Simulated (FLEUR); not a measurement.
**Gd under changes of volume**

One of the cells (33.215 Å³/atom); the others are scaled copies at fixed shape and fractional positions:

```
CELL_PARAMETERS angstrom
-2.02500 2.02500 2.02500
2.02500 -2.02500 2.02500
2.02500 2.02500 -2.02500
ATOMIC_POSITIONS crystal
Gd 0.00000 0.00000 0.00000
```

This isn't the form of Gd at room conditions, which is hcp.

- Program: FLEUR MaX-R8.1 (later development tree)
- Functional: RPBE
- Potentials or basis: all-electron
- Basis: FLAPW
- Kmax: 4.1 1/bohr
- k mesh: 9 × 9 × 9
- Occupations: fermi-dirac, width 0.05 eV
- Spin: collinear spin, ferromagnetic start
- Starting moments: [7.0] μB

```csv
volume (Å³/atom),energy over the lowest point (meV/atom),moment (μB per cell)
31.222,39.57,7.62
31.886,25.26,7.64
33.215,6.84,7.67
34.544,0.00,7.71
35.208,?,?
```

What does the run at 35.208 Å³/atom give?

Energy over the lowest point 0.47 meV/atom; moment 7.73 μB per cell.

Worked out: A Birch-Murnaghan fit of order 2 (a polynomial in V^(-2/3)) to the other rows has its minimum at 34.79 Å³/atom, just outside them, with B0 = V·E''(V) = 29 GPa. It gives 0.28 meV/atom at 35.208 Å³/atom, against the run's 0.47. A straight line through the other rows of the moment, of slope 0.0265 μB per Å³/atom, extrapolates to 7.73 μB, against the run's 7.73.

Energies are extrapolated to zero smearing.
